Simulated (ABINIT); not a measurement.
Runs of ABINIT 10.8.3 (patched build) on CuO (Tenorite). It takes space group C2/c (No. 15, monoclinic). The conventional cell has a = 4.684 Å, b = 3.423 Å, c = 5.129 Å, α = 90.00°, β = 99.54°, γ = 90.00°. Around Cu (site symmetry -1) lie 4 O at 1.95 to 1.96 Å. O (site symmetry 2) is surrounded by 4 Cu at 1.95 to 1.96 Å. 

```csv
level,potentials or basis,cutoff (eV),gap on the mesh (eV),pressure (GPa),largest force (eV/Å)
PBE,PseudoDojo NC SR PBE v0.4.1 standard,1252,none,5.5,0.29
PBEsol,PseudoDojo NC SR PBEsol v0.4.1 standard,1143,none,-4.0,(b)
LDA,PseudoDojo NC SR LDA v0.4.1 standard,1252,none,-9.7,0.49
PBE,SG15 NC PBE v1.2,1088,none,(c),(a)
```

Alike in all rows: task single point; no spin polarisation; cell as given; k mesh 8 × 8 × 4; smearing fermi-dirac 0.05 eV.

**Question.** Fill in the values left out.

**Answer.** (a) 0.26; (b) 0.39; (c) 5.3.

Caveats: the run has no spin polarisation, though such a crystal can be magnetic; semilocal functionals often make such compounds metallic where correlation or magnetic order opens a gap, which also shifts bond lengths.

A gap of «none» marks a metal or a gap under the smearing width.
